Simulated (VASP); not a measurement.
Set up this calculation in VASP 6.6.1, as the native input.

| Item | Value |
| --- | --- |
| Task | band structure |
| Functional | HSE03 |
| Potentials or basis | VASP PAW PBE potentials, release 64 (Si, O) |
| Cutoff | 520 eV |
| k mesh | 4 × 4 × 4 |
| Occupations | gaussian, width 0.02 eV |
| Spin | no spin polarisation |
| Ladder | gaps |
| Grid for exact exchange (PRECFOCK) | Fast |
| Further INCAR settings | ALGO = Normal; EDIFF = 1e-06; NBANDS = 25 |

The system is SiO2.

```
CELL_PARAMETERS angstrom
-2.47729 2.47729 3.65567
2.47729 -2.47729 3.65567
2.47729 2.47729 -3.65567
ATOMIC_POSITIONS crystal
Si 0.75000 0.25000 0.50000
Si 0.00000 0.00000 0.00000
O 0.87500 0.02821 0.65321
O 0.77821 0.12500 0.15321
O 0.97179 0.62500 0.84679
O 0.37500 0.22179 0.34679
```

The cell comes from a database or a generator and needn't be the stable form of this composition.

One way to write it, as run:

POSCAR

```
SiO2
1.0
   -2.4772904627      2.4772904627      3.6556712422
    2.4772904627     -2.4772904627      3.6556712422
    2.4772904627      2.4772904627     -3.6556712422
Si O
2 4
Direct
    0.7500000000      0.2500000000      0.5000000000
    0.0000000000      0.0000000000      0.0000000000
    0.8750000000      0.0282138700      0.6532138700
    0.7782138700      0.1250000000      0.1532138700
    0.9717861300      0.6250000000      0.8467861300
    0.3750000000      0.2217861300      0.3467861300
```

INCAR.step1

```
PREC = Accurate ; ENCUT = 520
EDIFF = 1E-5 ; ISMEAR = 0
SIGMA = 0.02 ; LREAL = F
LASPH = T ; NELM = 80
ALGO = Normal ; ISIF = 2
LWAVE = T ; LCHARG = F
NBANDS = 25 ; GGA = PE
KPAR = 4
```

INCAR.step2

```
PREC = Accurate ; ENCUT = 520
EDIFF = 1E-6 ; ISMEAR = 0
SIGMA = 0.02 ; LREAL = F
LASPH = T ; NELM = 80
ALGO = Normal ; ISIF = 2
LWAVE = F ; LCHARG = F
GGA = PE ; LHFCALC = T
HFSCREEN = 0.3 ; PRECFOCK = Fast
NBANDS = 25 ; ISTART = 1
KPAR = 4
```

KPOINTS

```
regular mesh
0
Gamma
  4 4 4
```

KPOINTS_OPT

```
path GXYSGZS1NPY1Z,XP
8
line-mode
reciprocal
 0.0000000000  0.0000000000  0.0000000000  G
 0.0000000000  0.0000000000  0.5000000000  X

 0.0000000000  0.0000000000  0.5000000000  X
-0.2296093669  0.2296093669  0.5000000000  Y

-0.2296093669  0.2296093669  0.5000000000  Y
-0.3648046834  0.3648046834  0.3648046834  S

-0.3648046834  0.3648046834  0.3648046834  S
 0.0000000000  0.0000000000  0.0000000000  G

 0.0000000000  0.0000000000  0.0000000000  G
 0.5000000000  0.5000000000 -0.5000000000  Z

 0.5000000000  0.5000000000 -0.5000000000  Z
 0.3648046834  0.6351953166 -0.3648046834  S1

 0.3648046834  0.6351953166 -0.3648046834  S1
 0.0000000000  0.5000000000  0.0000000000  N

 0.0000000000  0.5000000000  0.0000000000  N
 0.2500000000  0.2500000000  0.2500000000  P

 0.2500000000  0.2500000000  0.2500000000  P
 0.5000000000  0.5000000000 -0.2296093669  Y1

 0.5000000000  0.5000000000 -0.2296093669  Y1
 0.5000000000  0.5000000000 -0.5000000000  Z

 0.0000000000  0.0000000000  0.5000000000  X
 0.2500000000  0.2500000000  0.2500000000  P
```

Potentials or basis: VASP PAW PBE potentials, release 64 (Si, O).

Run with:

```bash
$ cat potpaw_PBE.64/Si/POTCAR potpaw_PBE.64/O/POTCAR > POTCAR
$ cp INCAR.step1 INCAR
$ mpirun -np 4 vasp_std > vasp.out
$ cp INCAR.step2 INCAR
$ mpirun -np 4 vasp_std > vasp.out
```

It gave:

| Property | Result |
| --- | --- |
| Pressure | 0.1 GPa |
| Largest force | 0.064 eV/Å |
| Band gap on the k mesh | 7.44 eV, direct |
| Band gap along the path | 7.44 eV, direct |

Caveat: the k mesh is coarse (spacing up to 0.45 Å⁻¹), so the values aren't converged, least of all with exact exchange; the PAW data sets were made with another functional, which shifts forces and pressure a little.

Run time: 48 min on 4 MPI ranks on Intel(R) Xeon(R) Platinum 8488C (Sapphire Rapids) (shared host), peak memory 0.37 GiB a rank.
